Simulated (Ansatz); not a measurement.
# Review of an SCF result for Co

System: Co, a measured crystal structure (space group Fm-3m, primitive cell doubled); the cell holds 2 atoms. The computed pressure is over 10 GPa in size, so the cell is far from the computed equilibrium volume. Source: COD entry 9012946; the sample's temperature and pressure aren't taken into account, and it need not be the stable phase.

Method: Ansatz, DFT, PBE, PAW, plane waves, scalar-relativistic.

```yaml
crystal:
  lattice:
    - [0.0, 1.8051, 1.8051]
    - [1.8051, 0.0, 1.8051]
    - [3.6102, 3.6102, 0.0]
  atoms:
    - { symbol: Co, position: [0.0, 0.0, 0.0], spin: 4.2 }
    - { symbol: Co, position: [0.0, 0.0, 0.5], spin: -4.2 }
magnetization:
  spin_polarized: true
hamiltonian:
  xc: pbe
  pseudopotentials: { kind: paw }
basis:
  ecutwfc: 420
kpoints:
  mp_grid: { grid: [11, 11, 6] }
scf:
  occupations: { method: gaussian, width: 0.05 }
  lower_state_search: "off"
output:
  forces: true
  stress: true
```

Time: 4.8 s on 2 threads of x86-64 server CPU, on a shared host, peak memory 0.47 GiB.

The end of the output:

```
SCF converged after 18 iterations
Magnetization: 0.0000 μB (17.0000 up, 17.0000 down)
Absolute magnetization: 2.8235 μB (∫|ρ↑−ρ↓|, with the PAW one-centre terms)
Spin contamination: 1.1826 ħ² per cell (⟨S²⟩ above its minimum at these occupations)
Per-site moments (μB) at R_I (Å): [(1.3809, 1.0530), (-1.3809, 1.0530)]
Free energy (F): -10251.735038 eV
Harris-Foulkes:  -10251.735038 eV  (|F-HF|=9.33e-10)
Internal energy: -10251.729296 eV  (E = F + TS)
E sigma→0 (E₀):  -10251.732167 eV
Entropy (-TS):   -0.005742 eV (-2.871 meV/atom)
Fermi energy:    16.949801 eV
--- Forces (eV/Å), atoms counted from 1 ---
  atom   1  Co     0.00000000     0.00000000     0.00000000
  atom   2  Co    -0.00000000     0.00000000     0.00000000
--- Stress (GPa, compression-positive) ---
      -16.202961       2.281063      -2.219428
        2.281063     -16.202961      -2.219428
       -2.219578      -2.219578     -15.905304
  P = ⅓ Tr σ = -16.1037 GPa (-161.037 kbar)
```

The mesh has less symmetry than the lattice, which lowers the symmetry of the run.

Site moments are taken inside atomic spheres and don't add up to the total.

Task: The run converged. Is this the lowest state of the cell, and if not, what lies lower and how is it reached?

Result: No. A state 227 meV/atom (0.454 eV per cell) lower exists in this cell: ferromagnetic, site moments Co1 1.80, Co2 1.80 μB, total 3.46 μB per cell, no gap on the k-mesh. It was reached from: parallel moments, default search for lower states [Co1 3.00, Co2 3.00 μB]; parallel moments, spin not held back in the first iterations, no switch to direct minimisation [Co1 3.00, Co2 3.00 μB]. The wrong state matters: the pressure is -12.9 GPa there against -16.1 GPa here. This multiple of the primitive cell fits some opposed orders; other multiples fit others. “Lowest” means lowest among the runs made in this cell.
